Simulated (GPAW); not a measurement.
# Bi (Im-3m) in GPAW: further runs

One crystal, Bi, is run at these levels: r2SCAN, PBE; tasks: band structure.

Everything below comes from runs of GPAW 26.7.0. Logs are shortened: lines on timing, memory, paths and dates and some standing lists are left out, and cuts for length are marked. The log counts tension as positive stress, the text compression.

**1. The structure**

It takes space group Im-3m (No. 229, cubic). Conventional cell: a = 3.963 Å, b = 3.963 Å, c = 3.963 Å, α = 90.00°, β = 90.00°, γ = 90.00°. Bi (site symmetry m-3m) has 8 Bi at 3.43 Å as nearest neighbours.

This isn't the form of Bi at room conditions, which is rhombohedral.

**2. Band structure, r2SCAN, spin-orbit coupling, no magnetisation**

run.py reads:

```python
import numpy as np
from ase.dft.bandgap import bandgap
from ase.io import read, write
from ase.units import GPa
from gpaw import GPAW, PW
from gpaw.spinorbit import soc_eigenstates

atoms = read('Bi.xyz')

calc = GPAW(mode=PW(600),
            xc='MGGA_X_R2SCAN+MGGA_C_R2SCAN',
            kpts={'size': (7, 7, 7), 'gamma': True},
            occupations={'name': 'fermi-dirac', 'width': 0.05},
            nbands=15,
            convergence={'density': 1e-05, 'energy': 1e-05},
            maxiter=150,
            txt='gpaw.txt')
atoms.calc = calc
energy = atoms.get_potential_energy()
forces = atoms.get_forces()
stress = atoms.get_stress()
calc.write('gs.gpw')
write('result.traj', atoms)
print(f'Energy: {energy:.6f} eV')
print('Forces (eV/A):')
print(forces.round(4))
print('Stress (GPa):', (stress / GPa).round(3))
print('Fermi level:', round(calc.get_fermi_level(), 4), 'eV')
print(f'Gap: {bandgap(calc)[0]:.4f} eV, direct: {bandgap(calc, direct=True)[0]:.4f} eV')

path = atoms.cell.bandpath('GHNGPH,PN', npoints=60, eps=1e-4)
bs_calc = calc.fixed_density(kpts=path, symmetry='off', nbands=25,
                             convergence={'bands': 'CBM+6.0', 'eigenstates': 1e-6}, txt='bands.txt')
bs = bs_calc.band_structure()
bs.write('bs.json')
print(f'Gap on the path: {bandgap(bs_calc)[0]:.4f} eV')

soc = soc_eigenstates(bs_calc, theta=90, phi=0, ignore_xc_potential=True)
np.savetxt('soc_bands.dat', soc.eigenvalues(), fmt='%.4f')
mesh = soc_eigenstates('gs.gpw', theta=90, phi=0, ignore_xc_potential=True)
np.savetxt('soc_mesh.dat', mesh.eigenvalues(), fmt='%.4f')
print('Fermi level with spin-orbit coupling:', round(mesh.fermi_level, 4), 'eV')
```

Bi.xyz reads:

```xyz
1
Lattice="-1.9814305318 1.9814305318 1.9814305318 1.9814305318 -1.9814305318 1.9814305318 1.9814305318 1.9814305318 -1.9814305318" Properties=species:S:1:pos:R:3 pbc="T T T"
Bi     0.0000000000      0.0000000000      0.0000000000
```

Potentials or basis: GPAW PAW data sets (gpaw-data 1.2.1), pw.

Run with:

```
$ OMP_NUM_THREADS=1 python run.py
```

gpaw.txt:

```text
__  _  _
 | _ |_)|_||  |
 |__||  | ||/\| - 26.7.0

Input parameters:
  mode=PW(ecut=600.0),
  convergence={'density': 1e-05, 'energy': 1e-05},
  kpts=MonkhorstPack(size=(7, 7, 7), gamma=True),
  maxiter=150,
  nbands=15,
  occupations=Occupations(name='fermi-dirac', width=0.05),
  xc=XC(name='MGGA_X_R2SCAN+MGGA_C_R2SCAN')

Diagonalizing LCAO Hamiltonian
Converting LCAO to pw mode

       Bi

Atoms  # Å, Bohr magnetons
|   | symbol |        x |        y |        z |    initial magnetic moments |
|---|--------|----------|----------|----------|-----------------------------|
| 0 |     Bi | 0.000000 | 0.000000 | 0.000000 | ( 0.0000,  0.0000,  0.0000) |

Unit cell  # Å
| periodic |         x |         y |         z |  lengths |     angles |
|----------|-----------|-----------|-----------|----------|------------|
|      yes | -1.981431 |  1.981431 |  1.981431 | 3.431938 | 109.471221 |
|      yes |  1.981431 | -1.981431 |  1.981431 | 3.431938 | 109.471221 |
|      yes |  1.981431 |  1.981431 | -1.981431 | 3.431938 | 109.471221 |

Number of symmetries: 48
Symmetry operations  # r_c * U_cc + t_c -> r_c
|    | kind |            matrix            |
|----|------|------------------------------|
|  0 |  σ   |  1, 1, 1,  0, 0,-1,  0,-1, 0 |
|  1 |  C4  |  1, 1, 1,  0, 0,-1, -1, 0, 0 |
|  2 |  C2  |  1, 1, 1,  0,-1, 0,  0, 0,-1 |
|  3 |  S6  |  1, 1, 1,  0,-1, 0, -1, 0, 0 |
|  4 |  S6  |  1, 1, 1, -1, 0, 0,  0, 0,-1 |
|  5 |  C4  |  1, 1, 1, -1, 0, 0,  0,-1, 0 |
|  6 |  E   |  1, 0, 0,  0, 1, 0,  0, 0, 1 |
|  7 |  σ   |  1, 0, 0,  0, 1, 0, -1,-1,-1 |
|  8 |  σ   |  1, 0, 0,  0, 0, 1,  0, 1, 0 |
|  9 |  C3  |  1, 0, 0,  0, 0, 1, -1,-1,-1 |
| 10 |  C3  |  1, 0, 0, -1,-1,-1,  0, 1, 0 |
| 11 |  σ   |  1, 0, 0, -1,-1,-1,  0, 0, 1 |
| 12 |  σ   |  0, 1, 0,  1, 0, 0,  0, 0, 1 |
| 13 |  C2  |  0, 1, 0,  1, 0, 0, -1,-1,-1 |
| 14 |  C3  |  0, 1, 0,  0, 0, 1,  1, 0, 0 |
| 15 |  S4  |  0, 1, 0,  0, 0, 1, -1,-1,-1 |
| 16 |  S4  |  0, 1, 0, -1,-1,-1,  1, 0, 0 |
| 17 |  C3  |  0, 1, 0, -1,-1,-1,  0, 0, 1 |
| 18 |  C3  |  0, 0, 1,  1, 0, 0,  0, 1, 0 |
| 19 |  S4  |  0, 0, 1,  1, 0, 0, -1,-1,-1 |
| 20 |  σ   |  0, 0, 1,  0, 1, 0,  1, 0, 0 |
| 21 |  C3  |  0, 0, 1,  0, 1, 0, -1,-1,-1 |
| 22 |  C2  |  0, 0, 1, -1,-1,-1,  1, 0, 0 |
| 23 |  S4  |  0, 0, 1, -1,-1,-1,  0, 1, 0 |
| 24 |  C4  |  0, 0,-1,  1, 1, 1,  0,-1, 0 |
| 25 |  σ   |  0, 0,-1,  1, 1, 1, -1, 0, 0 |
| 26 |  S6  |  0, 0,-1,  0,-1, 0,  1, 1, 1 |
| 27 |  C2  |  0, 0,-1,  0,-1, 0, -1, 0, 0 |
| 28 |  C4  |  0, 0,-1, -1, 0, 0,  1, 1, 1 |
| 29 |  S6  |  0, 0,-1, -1, 0, 0,  0,-1, 0 |
| 30 |  S6  |  0,-1, 0,  1, 1, 1,  0, 0,-1 |
| 31 |  C4  |  0,-1, 0,  1, 1, 1, -1, 0, 0 |
| 32 |  C4  |  0,-1, 0,  0, 0,-1,  1, 1, 1 |
| 33 |  S6  |  0,-1, 0,  0, 0,-1, -1, 0, 0 |
| 34 |  σ   |  0,-1, 0, -1, 0, 0,  1, 1, 1 |
| 35 |  C2  |  0,-1, 0, -1, 0, 0,  0, 0,-1 |
| 36 |  C2  | -1, 0, 0,  1, 1, 1,  0, 0,-1 |
| 37 |  S6  | -1, 0, 0,  1, 1, 1,  0,-1, 0 |
| 38 |  S6  | -1, 0, 0,  0, 0,-1,  1, 1, 1 |
| 39 |  C2  | -1, 0, 0,  0, 0,-1,  0,-1, 0 |
| 40 |  C2  | -1, 0, 0,  0,-1, 0,  1, 1, 1 |
| 41 |  i   | -1, 0, 0,  0,-1, 0,  0, 0,-1 |
| 42 |  S4  | -1,-1,-1,  1, 0, 0,  0, 1, 0 |
| 43 |  C3  | -1,-1,-1,  1, 0, 0,  0, 0, 1 |
| 44 |  C3  | -1,-1,-1,  0, 1, 0,  1, 0, 0 |
| 45 |  σ   | -1,-1,-1,  0, 1, 0,  0, 0, 1 |
| 46 |  S4  | -1,-1,-1,  0, 0, 1,  1, 0, 0 |
| 47 |  C2  | -1,-1,-1,  0, 0, 1,  0, 1, 0 |

BZ-sampling:
  Number of BZ points: 343
  Number of IBZ points: 20

  Monkhorst-Pack size: [7, 7, 7]
  Monkhorst-Pack shift: [0, 0, 0]

K-points  # in reciprocal-cell coordinates
|     |                                coordinates |     weight |
|-----|--------------------------------------------|------------|
|   0 | (  0.00000000,   0.00000000,   0.00000000) | 0.00291545 |
|   1 | (  0.14285714,   0.00000000,   0.00000000) | 0.03498542 |
|   2 | (  0.14285714,   0.14285714,  -0.14285714) | 0.01749271 |
|   3 | (  0.28571429,   0.00000000,  -0.14285714) | 0.06997085 |
|   4 | (  0.28571429,   0.00000000,   0.00000000) | 0.03498542 |
|   5 | (  0.28571429,   0.14285714,  -0.14285714) | 0.06997085 |
|   6 | (  0.28571429,   0.28571429,  -0.28571429) | 0.01749271 |
|   7 | (  0.28571429,   0.28571429,   0.28571429) | 0.02332362 |
|   8 | (  0.42857143,  -0.14285714,  -0.14285714) | 0.02332362 |
|   9 | (  0.42857143,   0.00000000,  -0.14285714) | 0.13994169 |
| ... |                                            |            |
|  19 | (  0.42857143,   0.42857143,   0.42857143) | 0.02332362 |

Plane wave coefficients: 1055
Cutoff: 600.0 eV

Spin-components: 1 (collinear spins)
Bands:           15
Projectors:      6
Spin-degeneracy: 2
Datatype:        complex128

Parallelization:
  kpt:    1
  domain: 1
  band:   1

Density:
  Valence electrons: 15.0
  Components: 1
  Grid points: [20 20 20]
  Charge: 0.0  # |e|

Potential:
  Grid points: [20 20 20]

species:
  Bi:
    name:    Bismuth
    Z:       83.0
    valence: 15
    core:    68
    charge:  0.0  # [|e|]
    compensation charges:
      type: gauss
      rc: 0.38  # [Å]
      lmax: 2
    cutoffs:
      filter: 2.23  # [Å]
      core: 2.33  # [Å]
    projectors
    | kind |    occ | energy [eV] | rcut [Å] |
    |------|--------|-------------|----------|
    |   6s |  2.000 |     -14.385 |    1.286 |
    |   6p |  3.000 |      -4.580 |    1.275 |
    |   5d | 10.000 |     -27.119 |    1.349 |
    |    s |        |      12.827 |    1.286 |
    |    p |        |      22.631 |    1.275 |
    |    d |        |       0.093 |    1.349 |

    Using partial waves for Bi as LCAO basis

Reference energy: -584848.382953  # eV

eigensolver:
  PPCG
  Converge bands: occupied
  niter=2

density mixing:
  MSR1-Mixer
  Pratt-step length: 0.05
  Maximum mixing coefficient: 0.75
  Old densities: 10
  SVD Regularization: 0.005
  Good broyden scale: 1.0
  Trust region scale: 1.0
  Backstep threshold: 4.0
  History deletion threshold: 6.0
  Fourier metric: weight=20.0, sigma=0.015

occupation numbers:
  Fermi-Dirac:
    width: 0.0500  # eV

poisson solver:
  ecut: 4800.0  # eV

xc functional:
  name: MGGA_X_R2SCAN+MGGA_C_R2SCAN with 2 nearest neighbor stencil

convergence criteria:
- Maximum integral of absolute [dens]ity change: 1e-05 electrons / valence electron
- Maximum [total energy] change in last 3 cyles: 1e-05 eV / valence electron
- Maximum integral of absolute [eigenst]ate change: 4e-08 eV^2 / valence electron
maximum number of iterations: 150

SCF iterations
|iter     | |      energy | eigst |  dens |
|---------|-|-------------|-------|-------|
|iter:   1| |  -24.031575 | -0.39 |       |
|iter:   2| |  -21.456293 | -2.10 | -1.79 |
|iter:   3| |  -21.461954 | -3.13 | -1.91 |
|iter:   4| |  -21.473552 | -2.68 | -2.00 |
|iter:   5| |  -21.474979 | -3.15 | -2.24 |
|iter:   6| |  -21.474687 | -3.84 | -2.47 |
|iter:   7| |  -21.474766 | -5.80 | -2.61 |
|iter:   8| |  -21.474785c| -6.24 | -2.73 |
|iter:   9| |  -21.474762c| -5.12 | -2.83 |
|iter:  10| |  -21.474787c| -5.74 | -3.43 |
|iter:  11| |  -21.474789c| -7.50c| -4.21 |
|iter:  12| |  -21.474790c| -7.64c| -4.73 |
|iter:  13| |  -21.474790c| -8.70c| -5.82c|

Converged in 13 steps
Energy contributions relative to reference atoms: (reference = -584848.382953)

Energy contributions:
  Kinetic:          19.273650
  Coulomb:         -17.797262
  Zero:             -1.341060
  External:          0.000000
  Xc:              -21.605597
  Entropy:          -0.009043
  Spinorbit:         0.000000
  ----------------------------
  Free energy:     -21.479312
  Extrapolated:    -21.474790

dipole moment: (-7.715141, -7.715141, -7.715141)  # |e|*Ang

Fermi level: 7.522
Eigenvalues  # (at kpt = [0.000, 0.000, 0.000])
| band index |      eig [eV] | occ [0-2] |
|------------|---------------|-----------|
|          0 |       -16.406 |     2.000 |
|          1 |       -16.406 |     2.000 |
|          2 |       -16.406 |     2.000 |
|          3 |       -16.263 |     2.000 |
|          4 |       -16.263 |     2.000 |
|          5 |        -6.459 |     2.000 |
|          6 |        12.917 |     0.000 |
|          7 |        12.917 |     0.000 |
|          8 |        12.917 |     0.000 |
|          9 |        17.800 |     0.000 |
|         10 |        18.998 |     0.000 |
|         11 |        18.998 |     0.000 |
|         12 |        18.998 |     0.000 |
|         13 |        19.729 |     0.000 |
|         14 |        19.729 |     0.000 |

No gap
No difference between direct/indirect transitions

Forces  # eV/Ang
|        x |       y |       z |
|----------|---------|---------|
| -0.00000 | 0.00000 | 0.00000 |  # Bi   0

Stress tensor  # eV/Ang^3
|         x |         y |         z |
|-----------|-----------|-----------|
| -0.007174 |  0.000000 |  0.000000 |
|  0.000000 | -0.007174 | -0.000000 |
|  0.000000 | -0.000000 | -0.007174 |

# Writing to gs.gpw (mode='')
```

stdout:

```text
Energy: -21.474790 eV
Forces (eV/A):
[[-0.  0.  0.]]
Stress (GPa): [-1.149 -1.149 -1.149 -0.     0.     0.   ]
Fermi level: 7.5221 eV
Gap: 0.0000 eV, direct: 0.0000 eV
Gap on the path: 0.0000 eV
Fermi level with spin-orbit coupling: 7.7836 eV
```

It took 42 s on 1 thread of Arm Neoverse V1, shared host; peak memory 0.31 GiB.

Results:

- Free energy: -21.4793 eV
- Pressure: 1.1 GPa
- Band gap along the path: none (metal or under the smearing width)

Levels at the corners of the path, in eV from the Fermi level:
```tsv
point	band 12	band 13	band 14	band 15	band 16	band 17	band 18	band 19	band 20	band 21
Γ	-14.24	1.85	1.85	6.72	6.72	6.72	6.72	10.02	10.02	11.21
H	-8.61	-4.05	-4.05	-1.38	-1.38	-1.38	-1.38	3.75	3.75	3.75
N	-10.95	-5.79	-5.79	0.82	0.82	3.93	3.93	6.35	6.35	7.75
Γ	-14.24	1.85	1.85	6.72	6.72	6.72	6.72	10.02	10.02	11.21
P	-10.38	-4.14	-4.11	-2.04	-2.04	-2.03	-2.03	13.72	13.79	16.90
H	-8.61	-4.05	-4.05	-1.38	-1.38	-1.38	-1.38	3.75	3.75	3.75
P	-10.38	-4.14	-4.11	-2.04	-2.04	-2.03	-2.03	13.72	13.79	16.90
N	-10.95	-5.79	-5.79	0.82	0.82	3.93	3.93	6.35	6.35	7.75
```

Caveat: spin-orbit coupling was added after a scalar SCF, so levels and gaps hold it while energy, forces, pressure and moments don't; this program's spin-orbit splittings come out too wide for heavy elements; the PAW data sets were made with another functional, which shifts forces and pressure a little.

(Continued in part 2 of 2.)
